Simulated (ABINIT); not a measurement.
# Hf (P6_3/mmc) in ABINIT: notebook

Runs on Hf. Level: LDA. Tasks: single point.

Everything below comes from runs of ABINIT 10.8.3 (patched build). Logs are shortened: lines on timing, memory, paths and dates and some standing lists are left out, and cuts for length are marked. The log counts tension as positive stress, the text compression.

**1. Starting point**

It takes space group P6_3/mmc (No. 194, hexagonal). The conventional cell has a = 3.197 Å, b = 3.197 Å, c = 5.058 Å, α = 90.00°, β = 90.00°, γ = 120.00°. Around Hf (site symmetry -6m2) lie 12 Hf at 3.13 to 3.20 Å.

**2. Single point, LDA**

Contents of run.abi:

```
# Pseudopotentials
pp_dirpath "./"
pseudos "Hf.upf"

# Structure
acell 6.0408875026 6.0408875026 9.5578567931
rprim
     1.0000000000     0.0000000000     0.0000000000
    -0.5000000000     0.8660254038     0.0000000000
     0.0000000000     0.0000000000     1.0000000000
ntypat 1
znucl 72
natom 2
typat 1 1
xred
     0.6666666667     0.3333333333     0.7500000000
     0.3333333333     0.6666666667     0.2500000000

# Plane-wave basis
ecut 26.0

# k points
kptopt 1
ngkpt 8 8 4
nshiftk 1
shiftk 0.0 0.0 0.0

# Exchange and correlation
ixc 7

# Bands and occupations
nband 16
occopt 3
tsmear 0.00183747

# SCF cycle
nstep 100
tolvrs 1.0e-10

# Output
iomode 3
prtwf 0
prtden 0
prteig 0
prtebands 0
enunit 1
```

Potentials or basis: PseudoDojo NC SR LDA v0.4.1 standard.

Launch:

```sh
$ abinit run.abi > log 2>&1
```

run.abo:

```text
.Version 10.8.3 of ABINIT
 Symmetries : space group P6_3/m m c (#194); Bravais hP (primitive hexag.)
================================================================================
 Values of the parameters that define the memory need of the present run
     intxc =       0    ionmov =       0      iscf =       7    lmnmax =       8
     lnmax =       8     mgfft =      45  mpssoang =       4    mqgrid =    3001
     natom =       2  nloc_mem =       1    nspden =       1   nspinor =       1
    nsppol =       1      nsym =      24    n1xccc =    2501    ntypat =       1
    occopt =       3   xclevel =       1
       mpw =        1924          nfft =       40500          nkpt =          30
================================================================================
================================================================================

--------------------------------------------------------------------------------
------------- Echo of variables that govern the present computation ------------
--------------------------------------------------------------------------------
 -outvars: echo values of preprocessed input variables --------
            acell      6.0408875026E+00  6.0408875026E+00  9.5578567931E+00 Bohr
              amu      1.78490000E+02
             ecut      2.60000000E+01 Hartree
           enunit           1
              ixc           7
         kptrlatt        8    0    0      0    8    0      0    0    4
          kptrlen      3.82314272E+01
            natom           2
            nband          16
            ngfft          30      30      45
             nkpt          30
            nstep         100
             nsym          24
           ntypat           1
           occopt           3
           prtden           0
        prtebands           0
           prteig           0
            prtwf           0
            rprim      1.0000000000E+00  0.0000000000E+00  0.0000000000E+00
                      -5.0000000000E-01  8.6602540380E-01  0.0000000000E+00
                       0.0000000000E+00  0.0000000000E+00  1.0000000000E+00
          spgroup         194
           tolvrs      1.00000000E-10
           tsmear      1.83747000E-03 Hartree
            typat      1  1
           xangst      1.5983499989E+00  9.2280780215E-01  3.7933499974E+00
                      -1.0071997398E-16  1.8456156043E+00  1.2644499991E+00
            xcart      3.0204437513E+00  1.7438540129E+00  7.1683925948E+00
                      -1.9033316623E-16  3.4877080258E+00  2.3894641983E+00
             xred      6.6666666667E-01  3.3333333333E-01  7.5000000000E-01
                       3.3333333333E-01  6.6666666667E-01  2.5000000000E-01
            znucl       72.00000

================================================================================

 chkinp: Checking input parameters for consistency.

================================================================================
== DATASET  1 ==================================================================

--- !DatasetInfo
iteration_state: {dtset: 1, }
dimensions: {natom: 2, nkpt: 30, mband: 16, nsppol: 1, nspinor: 1, nspden: 1, mpw: 1924, }
cutoff_energies: {ecut:  26.0, pawecutdg:  -1.0, }
electrons: {nelect:   2.40000000E+01, charge:   0.00000000E+00, occopt:   3.00000000E+00, tsmear:   1.83747000E-03, }
meta: {optdriver: 0, ionmov: 0, optcell: 0, iscf: 7, paral_kgb: 0, }
...

 Exchange-correlation functional for the present dataset will be:
  LDA: Perdew-Wang 92 LSD fit to Ceperley-Alder data - ixc=7
  J.P.Perdew and Y.Wang, PRB 45, 13244 (1992)

 Real(R)+Recip(G) space primitive vectors, cartesian coordinates (Bohr,Bohr^-1):
 R(1)=  6.0408875  0.0000000  0.0000000  G(1)=  0.1655386  0.0955737  0.0000000
 R(2)= -3.0204438  5.2315620  0.0000000  G(2)=  0.0000000  0.1911475  0.0000000
 R(3)=  0.0000000  0.0000000  9.5578568  G(3)=  0.0000000  0.0000000  0.1046260
 Unit cell volume ucvol=  3.0205960E+02 bohr^3
 Angles (23,13,12)=  9.00000000E+01  9.00000000E+01  1.20000000E+02 degrees

 getcut: wavevector=  0.0000  0.0000  0.0000  ngfft=  30  30  45
         ecut(hartree)=     26.000   => boxcut(ratio)=   2.00558

--- Pseudopotential description ------------------------------------------------
- pspini: atom type   1  psp file is ./Hf.upf
12 -1012 3 -1 1618                            pspcod,pspxc,lmax,lloc,mmax
     nproj     2     2     2     2

   1.05304316E+03                                ecore*ucvol(ha*bohr**3)
--------------------------------------------------------------------------------

================================================================================

--- !BeginCycle
iteration_state: {dtset: 1, }
solver: {iscf: 7, nstep: 100, nline: 4, wfoptalg: 0, }
tolerances: {tolvrs: 1.00E-10, }
...

     iter   Etot(hartree)      deltaE(h)  residm     vres2
 ETOT  1  -112.83753823274    -1.128E+02 1.971E-01 1.557E+01
 ETOT  2  -112.89096754690    -5.343E-02 3.129E-02 1.975E-01
 ETOT  3  -112.89104234230    -7.480E-05 2.505E-03 3.312E-03
 ETOT  4  -112.89104327003    -9.277E-07 2.620E-03 9.230E-06
 ETOT  5  -112.89104327800    -7.970E-09 9.873E-04 1.465E-07
 ETOT  6  -112.89104327836    -3.585E-10 1.825E-03 1.054E-08
 ETOT  7  -112.89104327838    -2.831E-11 6.164E-04 3.103E-11

 At SCF step    7       vres2   =  3.10E-11 < tolvrs=  1.00E-10 =>converged.

 Cartesian components of stress tensor (hartree/bohr^3)
  sigma(1 1)=  3.06815243E-04  sigma(3 2)=  0.00000000E+00
  sigma(2 2)=  3.06815242E-04  sigma(3 1)=  0.00000000E+00
  sigma(3 3)=  3.22285550E-04  sigma(2 1)=  0.00000000E+00

--- !ResultsGS
iteration_state: {dtset: 1, }
comment   : Summary of ground state results
lattice_vectors:
- [  6.0408875,   0.0000000,   0.0000000, ]
- [ -3.0204438,   5.2315620,   0.0000000, ]
- [  0.0000000,   0.0000000,   9.5578568, ]
lattice_lengths: [   6.04089,    6.04089,    9.55786, ]
lattice_angles: [ 90.000,  90.000, 120.000, ] # degrees, (23, 13, 12)
lattice_volume:   3.0205960E+02
convergence: {deltae: -2.831E-11, res2:  3.103E-11, residm:  6.164E-04, diffor: null, }
etotal    :  -1.12891043E+02
entropy   :   0.00000000E+00
fermie    :   3.80868975E-01
cartesian_stress_tensor: # hartree/bohr^3
- [  3.06815243E-04,   0.00000000E+00,   0.00000000E+00, ]
- [  0.00000000E+00,   3.06815242E-04,   0.00000000E+00, ]
- [  0.00000000E+00,   0.00000000E+00,   3.22285550E-04, ]
pressure_GPa:  -9.1785E+00
xred      :
- [  6.6667E-01,   3.3333E-01,   7.5000E-01, Hf]
- [  3.3333E-01,   6.6667E-01,   2.5000E-01, Hf]
cartesian_forces: # hartree/bohr
- [  2.22868347E-29,  -1.41540410E-28,  -0.00000000E+00, ]
- [ -2.22868347E-29,   1.41540410E-28,  -0.00000000E+00, ]
force_length_stats: {min:   1.43284300E-28, max:   1.43284300E-28, mean:   1.43284300E-28, }
...

 Integrated electronic density in atomic spheres:
 ------------------------------------------------
 Atom  Sphere_radius  Integrated_density
    1        2.00000          8.42564743
    2        2.00000          8.42564743
================================================================================

 ----iterations are completed or convergence reached----

 Mean square residual over all n,k,spin=   24.286E-07; max=  61.642E-05
 reduced coordinates (array xred) for    2 atoms
       0.666666666667      0.333333333333      0.750000000000
       0.333333333333      0.666666666667      0.250000000000
 rms dE/dt=  4.7916E-28; max dE/dt=  8.0779E-28; dE/dt below (all hartree)
    1       0.000000000000      0.000000000000      0.000000000000
    2       0.000000000000     -0.000000000000      0.000000000000

 cartesian coordinates (angstrom) at end:
    1      1.59834999891799     0.92280780215112     3.79334999741376
    2     -0.00000000000000     1.84561560430224     1.26444999913792

 cartesian forces (hartree/bohr) at end:
    1      0.00000000000000    -0.00000000000000    -0.00000000000000
    2     -0.00000000000000     0.00000000000000    -0.00000000000000
 frms,max,avg= 8.2725229E-29 1.4154041E-28   0.000E+00  0.000E+00  0.000E+00 h/b

 cartesian forces (eV/Angstrom) at end:
    1      0.00000000000000    -0.00000000000000    -0.00000000000000
    2     -0.00000000000000     0.00000000000000    -0.00000000000000
 frms,max,avg= 4.2539023E-27 7.2783005E-27   0.000E+00  0.000E+00  0.000E+00 e/A
 length scales=  6.040887502600  6.040887502600  9.557856793100 bohr
              =  3.196699997836  3.196699997836  5.057799996552 angstroms
 Fermi (or HOMO) energy (eV) =  10.36397   Average Vxc (eV)= -11.99927
 Eigenvalues (   eV  ) for nkpt=  30  k points:
 kpt#   1, nband= 16, wtk=  0.00391, kpt=  0.0000  0.0000  0.0000 (reduced coord)
 -51.59533  -51.52377  -20.71462  -19.97077  -19.97077  -19.84142  -19.84142  -19.83818
   2.94884    6.58929   11.05358   11.42863   11.42863   11.70746   12.24061   12.24087
 prteigrs : prtvol=0 or 1, do not print more k-points.

--- !EnergyTerms
iteration_state     : {dtset: 1, }
comment             : Components of total free energy in Hartree
kinetic             :  2.89259103180288E+01
hartree             :  1.42052996692138E+01
xc                  : -2.82397944010465E+01
Ewald energy        : -7.80846832094020E+01
psp_core            :  3.48620982971993E+00
local_psp           : -5.82614848241931E+01
non_local_psp       :  5.07787374540606E+00
internal            : -1.12890668872273E+02
'-kT*entropy'       : -3.74406110386195E-04
total_energy        : -1.12891043278383E+02
total_energy_eV     : -3.07192178235985E+03
band_energy         : -1.40942818694718E+01
...

 Cartesian components of stress tensor (hartree/bohr^3)
  sigma(1 1)=  3.06815243E-04  sigma(3 2)=  0.00000000E+00
  sigma(2 2)=  3.06815242E-04  sigma(3 1)=  0.00000000E+00
  sigma(3 3)=  3.22285550E-04  sigma(2 1)=  0.00000000E+00

-Cartesian components of stress tensor (GPa)         [Pressure= -9.1785E+00 GPa]
- sigma(1 1)=  9.02681609E+00  sigma(3 2)=  0.00000000E+00
- sigma(2 2)=  9.02681608E+00  sigma(3 1)=  0.00000000E+00
- sigma(3 3)=  9.48196825E+00  sigma(2 1)=  0.00000000E+00

== END DATASET(S) ==============================================================
================================================================================

 -outvars: echo values of variables after computation  --------
            acell      6.0408875026E+00  6.0408875026E+00  9.5578567931E+00 Bohr
           etotal     -1.1289104328E+02
            fcart      2.2286834691E-29 -1.4154041009E-28 -0.0000000000E+00
                      -2.2286834691E-29  1.4154041009E-28 -0.0000000000E+00
            rprim      1.0000000000E+00  0.0000000000E+00  0.0000000000E+00
                      -5.0000000000E-01  8.6602540380E-01  0.0000000000E+00
                       0.0000000000E+00  0.0000000000E+00  1.0000000000E+00
           strten      3.0681524264E-04  3.0681524221E-04  3.2228555004E-04
                       0.0000000000E+00  0.0000000000E+00  0.0000000000E+00
           xangst      1.5983499989E+00  9.2280780215E-01  3.7933499974E+00
                      -1.0071997398E-16  1.8456156043E+00  1.2644499991E+00
             xred      6.6666666667E-01  3.3333333333E-01  7.5000000000E-01
                       3.3333333333E-01  6.6666666667E-01  2.5000000000E-01
 Calculation completed.
```

It took 27 s on 1 thread of Intel Xeon Platinum 8259CL at 2.50GHz (Skylake/Cascade Lake), shared host; peak memory 0.07 GiB.

What came out:

```yaml
Free_energy: -3071.9218 eV
Pressure: -9.2 GPa
Band_gap_on_the_k_mesh: none (metal or under the smearing width)
Valence_electrons_inside_the_program's_atomic_spheres: Hf 8.43 (radii [1.0584] Å)
```

Stress tensor (GPa, compression positive):
```
-9.03  0.00  0.00
 0.00 -9.03  0.00
 0.00  0.00 -9.48
```

**3. Single point, LDA**

Contents of run.abi:

```
pp_dirpath "./"
pseudos "Hf.upf"

acell 6.0408875026 6.0408875026 9.5578567931
rprim
     1.0000000000     0.0000000000     0.0000000000
    -0.5000000000     0.8660254038     0.0000000000
     0.0000000000     0.0000000000     1.0000000000
ntypat 1
znucl 72
natom 2
typat 1 1
xcart
     3.0204437516     1.7438540127     7.1683925948
    -0.0000000003     3.4877080260     2.3894641983

ecut 26.0

kptopt 1
ngkpt 8 8 4
nshiftk 1
shiftk 0.0 0.0 0.0

ixc 7

nband 16
occopt 3
tsmear 0.05 eV

nstep 100
tolvrs 1.0e-10

iomode 3
prtwf 0
prteig 0
prtebands 0
enunit 2
prtden 1
prtvha 1
prtvclmb 1
prtpot 1
prtelf 1
```

Potentials or basis: PseudoDojo NC SR LDA v0.4.1 standard.

Launch:

```sh
$ mpirun --bind-to none -np 4 abinit run.abi > log 2>&1
```

run.abo:

```text
.Version 10.8.3 of ABINIT
 Symmetries : space group P6_3/m m c (#194); Bravais hP (primitive hexag.)
================================================================================
 Values of the parameters that define the memory need of the present run
     intxc =       0    ionmov =       0      iscf =       7    lmnmax =       8
     lnmax =       8     mgfft =      45  mpssoang =       4    mqgrid =    3001
     natom =       2  nloc_mem =       1    nspden =       1   nspinor =       1
    nsppol =       1      nsym =      24    n1xccc =    2501    ntypat =       1
    occopt =       3   xclevel =       1
       mpw =        1924          nfft =       40500          nkpt =          30
================================================================================
================================================================================

--------------------------------------------------------------------------------
------------- Echo of variables that govern the present computation ------------
--------------------------------------------------------------------------------
 -outvars: echo values of preprocessed input variables --------
            acell      6.0408875026E+00  6.0408875026E+00  9.5578567931E+00 Bohr
              amu      1.78490000E+02
             ecut      2.60000000E+01 Hartree
           enunit           2
              ixc           7
         kptrlatt        8    0    0      0    8    0      0    0    4
          kptrlen      3.82314272E+01
            natom           2
            nband          16
            ngfft          30      30      45
             nkpt          30
            nstep         100
             nsym          24
           ntypat           1
           occopt           3
        prtebands           0
           prteig           0
           prtelf           1
           prtpot           1
         prtvclmb           1
           prtvha           1
            prtwf           0
            rprim      1.0000000000E+00  0.0000000000E+00  0.0000000000E+00
                      -5.0000000000E-01  8.6602540380E-01  0.0000000000E+00
                       0.0000000000E+00  0.0000000000E+00  1.0000000000E+00
[... 138 lines left out ...]
    2      0.00000000000000    -0.00000000000000     0.00000000000000
 frms,max,avg= 1.6655557E-26 2.8848190E-26   0.000E+00  0.000E+00  0.000E+00 h/b

 cartesian forces (eV/Angstrom) at end:
    1     -0.00000000000000     0.00000000000000    -0.00000000000000
    2      0.00000000000000    -0.00000000000000     0.00000000000000
 frms,max,avg= 8.5646317E-25 1.4834336E-24   0.000E+00  0.000E+00  0.000E+00 e/A
 length scales=  6.040887502600  6.040887502600  9.557856793100 bohr
              =  3.196699997836  3.196699997836  5.057799996552 angstroms
 Fermi (or HOMO) energy (hartree) =   0.38087   Average Vxc (hartree)=  -0.44097
 Eigenvalues (hartree) for nkpt=  30  k points:
 kpt#   1, nband= 16, wtk=  0.00391, kpt=  0.0000  0.0000  0.0000 (reduced coord)
  -1.89609   -1.89346   -0.76125   -0.73391   -0.73391   -0.72916   -0.72916   -0.72904
   0.10837    0.24215    0.40621    0.41999    0.41999    0.43024    0.44983    0.44984
      occupation numbers for kpt#   1
   2.00000    2.00000    2.00000    2.00000    2.00000    2.00000    2.00000    2.00000
   2.00000    2.00000    0.00000    0.00000    0.00000    0.00000    0.00000    0.00000
 prteigrs : prtvol=0 or 1, do not print more k-points.

 Fermi (or HOMO) energy (eV) =  10.36397   Average Vxc (eV)= -11.99927
 Eigenvalues (   eV  ) for nkpt=  30  k points:
 kpt#   1, nband= 16, wtk=  0.00391, kpt=  0.0000  0.0000  0.0000 (reduced coord)
 -51.59533  -51.52377  -20.71462  -19.97077  -19.97077  -19.84142  -19.84142  -19.83818
   2.94884    6.58929   11.05358   11.42863   11.42863   11.70746   12.24061   12.24087
 prteigrs : prtvol=0 or 1, do not print more k-points.

--- !EnergyTerms
iteration_state     : {dtset: 1, }
comment             : Components of total free energy in Hartree
kinetic             :  2.89259103166551E+01
hartree             :  1.42052996689517E+01
xc                  : -2.82397944010536E+01
Ewald energy        : -7.80846832094020E+01
psp_core            :  3.48620982971993E+00
local_psp           : -5.82614848233466E+01
non_local_psp       :  5.07787374529604E+00
internal            : -1.12890668873179E+02
'-kT*entropy'       : -3.74404410854368E-04
total_energy        : -1.12891043277590E+02
total_energy_eV     : -3.07192178233826E+03
band_energy         : -1.40942818706414E+01
...

 Cartesian components of stress tensor (hartree/bohr^3)
  sigma(1 1)=  3.06815244E-04  sigma(3 2)=  0.00000000E+00
  sigma(2 2)=  3.06815244E-04  sigma(3 1)=  0.00000000E+00
  sigma(3 3)=  3.22285554E-04  sigma(2 1)=  0.00000000E+00

-Cartesian components of stress tensor (GPa)         [Pressure= -9.1785E+00 GPa]
- sigma(1 1)=  9.02681613E+00  sigma(3 2)=  0.00000000E+00
- sigma(2 2)=  9.02681612E+00  sigma(3 1)=  0.00000000E+00
- sigma(3 3)=  9.48196837E+00  sigma(2 1)=  0.00000000E+00

== END DATASET(S) ==============================================================
================================================================================

 -outvars: echo values of variables after computation  --------
            acell      6.0408875026E+00  6.0408875026E+00  9.5578567931E+00 Bohr
           etotal     -1.1289104328E+02
            fcart     -6.6860504073E-29  1.2867310008E-29 -2.8848190219E-26
                       6.6860504073E-29 -1.2867310008E-29  2.8848190219E-26
            rprim      1.0000000000E+00  0.0000000000E+00  0.0000000000E+00
                      -5.0000000000E-01  8.6602540380E-01  0.0000000000E+00
                       0.0000000000E+00  0.0000000000E+00  1.0000000000E+00
           strten      3.0681524417E-04  3.0681524374E-04  3.2228555415E-04
                       0.0000000000E+00  0.0000000000E+00  0.0000000000E+00
           xangst      1.5983499989E+00  9.2280780214E-01  3.7933499974E+00
                      -8.9165544274E-17  1.8456156043E+00  1.2644499991E+00
             xred      6.6666666666E-01  3.3333333333E-01  7.5000000000E-01
                       3.3333333333E-01  6.6666666666E-01  2.5000000000E-01
 Calculation completed.
```

Wall time 17 s (4 MPI ranks of Intel Xeon at 2.50GHz (Skylake/Cascade Lake), shared host); peak memory 0.24 GiB.

What came out:

```yaml
Free_energy: -3071.9218 eV
Pressure: -9.2 GPa
Band_gap_on_the_k_mesh: none (metal or under the smearing width)
Valence_electrons_inside_the_program's_atomic_spheres: Hf 8.43 (radii [1.0584] Å)
```

Stress tensor (GPa, compression positive):
```
-9.03  0.00  0.00
 0.00 -9.03  0.00
 0.00  0.00 -9.48
```

The run has no spin-orbit coupling, so splittings on Hf are missing.
